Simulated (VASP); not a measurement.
# CoSi (Pm-3m) in VASP: a series of runs

One crystal, CoSi, is run at these levels: PBEsol; tasks: single point.

Program: VASP 6.6.1. These are calculated values, not measurements. Logs are shortened: lines on timing, memory, paths and dates and some standing lists are left out, and cuts for length are marked.

## (1) The crystal as given

Symmetry: Pm-3m, No. 221, cubic system. The conventional cell has a = 2.781 Å, b = 2.781 Å, c = 2.781 Å, α = 90.00°, β = 90.00°, γ = 90.00°. Around Co (site symmetry m-3m) lie 8 Si at 2.41 Å. Si (site symmetry m-3m) is surrounded by 8 Co at 2.41 Å.

Measurements of this composition are mostly on another form, of space group No. 198.

## (2) Single point, PBEsol, collinear spin, ferromagnetic start

INCAR

```
ADDGRID = False
ALGO = Normal
EDIFF = 1E-7
ENCUT = 450
GGA = PS
ISIF = 2
ISMEAR = 1
ISPIN = 2
LASPH = True
LCHARG = False
LMAXMIX = 4
LORBIT = 11
LREAL = False
LWAVE = False
MAGMOM = 2 0
NELM = 100
PREC = Accurate
SIGMA = 0.2
```

KPOINTS

```
k-points
0
Gamma
  15 15 15
```

POSCAR

```
CoSi
1.0
    2.7813340000      0.0000000000      0.0000000000
    0.0000000000      2.7813340000      0.0000000000
    0.0000000000      0.0000000000      2.7813340000
Co Si
1 1
Direct
    0.0000000000      0.0000000000      0.0000000000
    0.5000000000      0.5000000000      0.5000000000
```

Potentials or basis: VASP PAW PBE potentials, release 64 (Co, Si).

Started as:

```console
cat potpaw_PBE.64/Co/POTCAR potpaw_PBE.64/Si/POTCAR > POTCAR
mpirun -np 1 vasp_std > vasp.out
```

OUTCAR:

```text
EDIFF = 1E-7
   ENCUT = 450
   GGA = PS
   ISIF = 2
   ISMEAR = 1
   ISPIN = 2
   LASPH = True
   LORBIT = 11
   LREAL = False
   NELM = 100
   PREC = Accurate

 Found    120 irreducible k-points:

 Following reciprocal coordinates:
            Coordinates               Weight
  0.000000  0.000000  0.000000      1.000000
  0.066667  0.000000  0.000000      6.000000
  0.133333  0.000000  0.000000      6.000000
  0.200000  0.000000  0.000000      6.000000
  0.266667  0.000000  0.000000      6.000000
  0.333333  0.000000  0.000000      6.000000
   k-points           NKPTS =    120   k-points in BZ     NKDIM =    120   number of bands    NBANDS=     11
   number of dos      NEDOS =    301   number of ions     NIONS =      2
   total plane-waves  NPLWV =   8000
   dimension x,y,z NGX =    20 NGY =   20 NGZ =   20
   dimension x,y,z NGXF=    40 NGYF=   40 NGZF=   40
   ions per type =               1   1
   NGX,Y,Z   is equivalent  to a cutoff of  11.95, 11.95, 11.95 a.u.
   NGXF,Y,Z  is equivalent  to a cutoff of  23.91, 23.91, 23.91 a.u.
 SYSTEM =  unknown system
   PREC   = accura    normal or accurate (medium, high low for compatibility)
   ISTART =      0    job   : 0-new  1-cont  2-samecut
   ICHARG =      2    charge: 1-file 2-atom 10-const
   ISPIN  =      2    spin polarized calculation?
   LNONCOLLINEAR =      F non collinear calculations
   LSORBIT =      F    spin-orbit coupling
   LASPH  =      T    aspherical Exc in radial PAW
   ENCUT  =  450.0 eV  33.07 Ry    5.75 a.u.   4.81  4.81  4.81*2*pi/ulx,y,z
   NELM   =    100;   NELMIN=  2; NELMDL= -5     # of ELM steps
   EDIFF  = 0.1E-06   stopping-criterion for ELM
   LREAL  =      F    real-space projection
   EDIFFG = 0.1E-05   stopping-criterion for IOM
   NSW    =      0    number of steps for IOM
   IBRION =     -1    ionic relax: 0-MD 1-quasi-New 2-CG
   NFREE  =      0    steps in history (QN), initial steepest desc. (CG)
   ISIF   =      2    stress and relaxation
   ISYM   =      2    0-nonsym 1-usesym 2-fastsym
   POTIM  = 0.5000    time-step for ionic-motion
   TEBEG  =    0.0;   TEEND  =   0.0 temperature during run
   PSTRESS=    0.0 pullay stress
   NELECT =      13.0000    total number of electrons
   NUPDOWN=      -1.0000    fix difference up-down
   EMIN   =  10.00;   EMAX   =-10.00  energy-range for DOS
   EFERMI =   0.00;   METHOD = LEGACY
   ISMEAR =     1;   SIGMA  =   0.20  broadening in eV -4-tet -1-fermi 0-gaus
   EFERMI_NEDOS =   21; number of points for ismear=-14 and -15
   IALGO  =     38    algorithm
   IMIX   =      4    mixing-type and parameters
     AMIX     =   0.40;   BMIX     =  1.00
     AMIX_MAG =   1.60;   BMIX_MAG =  1.00
  volume/ion in A,a.u.               =      10.76        72.60
  Fermi-wavevector in a.u.,A,eV,Ry     =   1.384000  2.615381 26.061367  1.915456
  Thomas-Fermi vector in A             =   2.508545
   LORBIT       =     11    0 simple, 1 ext, 2 COOP (PROOUT), +10 PAW based schemes
   GGA     = PS    functional components
   LHFCALC =     F    Hartree Fock is set to
   AEXX    =    0.0000 exact exchange contribution
   IVDW    =     0    specifies the selected vdW correction
   LEPSILON=     F    determine dielectric tensor
   LRPA    =     F    only Hartree local field effects (RPA)
 spin polarized calculation
 Methfessel and Paxton  Order N= 1 SIGMA  =   0.20
  energy-cutoff  :      450.00
  volume of cell :       21.52
 maximum number of plane-waves:       479
 NGX is ok and might be reduce to    20
   NGX =  9   NGY =  9   NGZ =  9

 number of electron      13.0000007 magnetization       0.5252631

 Free energy of the ion-electron system (eV)
  ---------------------------------------------------
  ext. energy  EPLUGINS =         0.00000000
  ---------------------------------------------------
  free energy    TOTEN  =       -14.53647346 eV

  energy without entropy =      -14.53034318  energy(sigma->0) =      -14.53443003

 E-fermi :  12.7269     XC(G=0): -13.0476

 val. band max:       12.7199709324   @ k =   0.3333   0.0000   0.0000
 cond. band min:      12.7297904788   @ k =   0.4667   0.2000   0.0000
 fundamental gap:      0.0098195463
 Fermi energy:        12.7268853006

 spin component 1

 k-point     1 :       0.0000    0.0000    0.0000
  band No.  band energies     occupation
      1      -1.5254      1.00000
      2       8.6079      1.00000
      3       8.6079      1.00000
      4      11.1618      1.00000
      5      11.1618      1.00000
      6      11.1618      1.00000
      7      15.7107     -0.00000
      8      15.7107     -0.00000
      9      15.7107     -0.00000
     10      20.1912      0.00000
     11      20.1912      0.00000

 k-point     2 :       0.0667    0.0000    0.0000
  band No.  band energies     occupation
      1      -1.4397      1.00000
      2       8.5676      1.00000
      3       8.6365      1.00000
      4      11.0856      1.00000
      5      11.0856      1.00000
      6      11.1682      1.00000
      7      15.1165     -0.00000
      8      15.8601     -0.00000
      9      15.8601     -0.00000
     10      20.1642      0.00000
     11      20.7440      0.00000

 k-point     3 :       0.1333    0.0000    0.0000
  band No.  band energies     occupation
      1      -1.1840      1.00000
      2       8.4036      1.00000
      3       8.7187      1.00000
      4      10.8880      1.00000
      5      10.8880      1.00000
      6      11.1862      1.00000
      7      13.9704     -0.00000
      8      16.2789     -0.00000
      9      16.2789     -0.00000
     10      20.0851      0.00000
     11      21.7151      0.00000

 k-point     4 :       0.2000    0.0000    0.0000
  band No.  band energies     occupation
      1      -0.7623      1.00000
      2       7.9953      1.00000
      3       8.8436      1.00000
      4      10.6328      1.00000
      5      10.6328      1.00000
      6      11.2129      1.00000
      7      12.9478     -0.03284
      8      16.9064      0.00000
      9      16.9064      0.00000
     10      19.9600      0.00000
     11      22.5031      0.00000

 k-point     5 :       0.2667    0.0000    0.0000
  band No.  band energies     occupation
      1      -0.1825      1.00000
      2       7.2374      1.00000
      3       8.9931      1.00000
      4      10.3769      1.00000
      5      10.3769      1.00000
      6      11.2437      1.00000
      7      12.3220      1.00738
      8      17.6902      0.00000
      9      17.6902      0.00000
     10      19.8027      0.00000
     11      23.1228      0.00000

 k-point     6 :       0.3333    0.0000    0.0000
  band No.  band energies     occupation
      1       0.5414      1.00000
      2       6.1961      1.00000
      3       9.1428      1.00000
      4      10.1589      1.00000
      5      10.1589      1.00000
      6      11.2734      1.00000
      7      12.0676      1.00002
      8      18.5945      0.00000
      9      18.5945      0.00000
     10      19.6373      0.00000
     11      23.6982      0.00000

 [... further k-points ...]

 spin component 2

 k-point     1 :       0.0000    0.0000    0.0000
  band No.  band energies     occupation
      1      -1.5050      1.00000
      2       9.1395      1.00000
      3       9.1395      1.00000
      4      11.5328      1.00000
      5      11.5328      1.00000
      6      11.5328      1.00000
      7      15.7325     -0.00000
      8      15.7325     -0.00000
      9      15.7325     -0.00000
     10      20.4366      0.00000
     11      20.4366      0.00000

 k-point     2 :       0.0667    0.0000    0.0000
  band No.  band energies     occupation
      1      -1.4193      1.00000
      2       9.0797      1.00000
      3       9.1714      1.00000
      4      11.4495      1.00000
      5      11.4495      1.00000
      6      11.5395      1.00000
      7      15.1994     -0.00000
      8      15.8885     -0.00000
      9      15.8885     -0.00000
     10      20.4011      0.00000
     11      20.9512      0.00000

 k-point     3 :       0.1333    0.0000    0.0000
  band No.  band energies     occupation
      1      -1.1636      1.00000
      2       8.8490      1.00000
      3       9.2633      1.00000
      4      11.2361      1.00000
      5      11.2361      1.00000
      6      11.5584      1.00000
      7      14.1773     -0.00000
      8      16.3215     -0.00000
      9      16.3215     -0.00000
     10      20.2969      0.00000
     11      21.8747      0.00000

 k-point     4 :       0.2000    0.0000    0.0000
  band No.  band energies     occupation
      1      -0.7419      1.00000
      2       8.3220      1.00000
      3       9.4036      1.00000
      4      10.9647      1.00000
      5      10.9647      1.00000
      6      11.5865      1.00000
      7      13.3191     -0.00012
      8      16.9629      0.00000
      9      16.9629      0.00000
     10      20.1322      0.00000
     11      22.6314      0.00000

 k-point     5 :       0.2667    0.0000    0.0000
  band No.  band energies     occupation
      1      -0.1621      1.00000
      2       7.4374      1.00000
      3       9.5727      1.00000
      4      10.6960      1.00000
      5      10.6960      1.00000
      6      11.6189      1.00000
      7      12.8587      0.05526
      8      17.7571      0.00000
      9      17.7571      0.00000
     10      19.9253      0.00000
     11      23.2275      0.00000

 k-point     6 :       0.3333    0.0000    0.0000
  band No.  band energies     occupation
      1       0.5619      1.00000
      2       6.3134      1.00000
      3       9.7435      1.00000
      4      10.4691      1.00000
      5      10.4691      1.00000
      6      11.6501      1.00000
      7      12.7200      0.52924
      8      18.6684      0.00000
      9      18.6684      0.00000
     10      19.7084      0.00000
     11      23.7809      0.00000

 [... further k-points ...]

------------------------ aborting loop because EDIFF is reached ----------------------------------------

  FORCE on cell =-STRESS in cart. coord.  units (eV):
  Direction    XX          YY          ZZ          XY          YZ          ZX
  --------------------------------------------------------------------------------------
  -------------------------------------------------------------------------------------
  Total       -0.8801847     -0.8801847     -0.8801847     -0.0000000     -0.0000000     -0.0000000
  in kB      -65.5427987    -65.5427987    -65.5427987     -0.0000000     -0.0000000     -0.0000000
  external PRESSURE =     -65.5427987 kB  Pullay stress =       0.0000000 kB

 VOLUME and BASIS-vectors are now :
 -----------------------------------------------------------------------------
  energy-cutoff  :      450.00
  volume of cell :       21.52
      direct lattice vectors                 reciprocal lattice vectors
     2.781334000  0.000000000  0.000000000     0.359539703  0.000000000  0.000000000
     0.000000000  2.781334000  0.000000000     0.000000000  0.359539703  0.000000000
     0.000000000  0.000000000  2.781334000     0.000000000  0.000000000  0.359539703

 POSITION                                       TOTAL-FORCE (eV/Angst)
 -----------------------------------------------------------------------------------
      0.00000      0.00000      0.00000         0.000000      0.000000      0.000000
      1.39067      1.39067      1.39067         0.000000      0.000000      0.000000
 -----------------------------------------------------------------------------------
    total drift:                                0.000000      0.000000      0.000000

  FREE ENERGIE OF THE ION-ELECTRON SYSTEM (eV)
  ---------------------------------------------------
  free  energy   TOTEN  =       -14.5364734588 eV

  energy  without entropy=      -14.5303431821  energy(sigma->0) =      -14.53443003

 total charge

# of ion       s       p       d       tot
------------------------------------------
    1        0.441   0.592   7.583   8.617
    2        0.710   0.861   0.000   1.571
--------------------------------------------------
tot          1.151   1.454   7.583  10.188

 magnetization (x)

# of ion       s       p       d       tot
------------------------------------------
    1        0.007   0.002   0.514   0.523
    2        0.002   0.010   0.000   0.012
--------------------------------------------------
tot          0.009   0.012   0.514   0.535
```

It took 18 s on 1 thread of Intel Xeon 6975P-C (Granite Rapids), shared host; peak memory 0.16 GiB.

The run converged, but some of its settings lie outside the range that counts as converged, so its numbers aren't taken as properties of the crystal.

Results:

| Item | Value |
| --- | --- |
| Free energy | -14.5365 eV |
| Pressure | -6.6 GPa |
| Band gap on the k mesh | none (metal or under the smearing width) |
| Net moment | 0.53 μB per cell |
| Site moments | Co +0.52; Si +0.01 μB |
| Valence electrons inside the program's atomic spheres | Co 8.62; Si 1.57 |

Caveat: the PAW data sets were made with another functional, which shifts forces and pressure a little.

## (3) Single point, PBEsol, collinear spin, ferromagnetic start

Changes to INCAR since step 2:

```diff
@@ -17,2 +17,2 @@
 PREC = Accurate
-SIGMA = 0.2
+SIGMA = 0.1
```

KPOINTS is that of step 2.

POSCAR is that of step 2.

Potentials or basis: VASP PAW PBE potentials, release 64 (Co, Si).

Started as:

```console
cat potpaw_PBE.64/Co/POTCAR potpaw_PBE.64/Si/POTCAR > POTCAR
mpirun -np 1 vasp_std > vasp.out
```

Run time: 18 s. Hardware: 1 thread of Intel Xeon 6975P-C (Granite Rapids), shared host; peak memory 0.16 GiB.

The run converged, but some of its settings lie outside the range that counts as converged, so its numbers aren't taken as properties of the crystal.

What came out:

* Free energy: -14.5343 eV
* Pressure: -6.6 GPa
* Band gap on the k mesh: none (metal or under the smearing width)
* Net moment: 0.54 μB per cell
* Site moments: Co +0.53; Si +0.01 μB
* Valence electrons inside the program's atomic spheres: Co 8.62; Si 1.57

Caveat: the PAW data sets were made with another functional, which shifts forces and pressure a little.

[end of part 1 of 2]
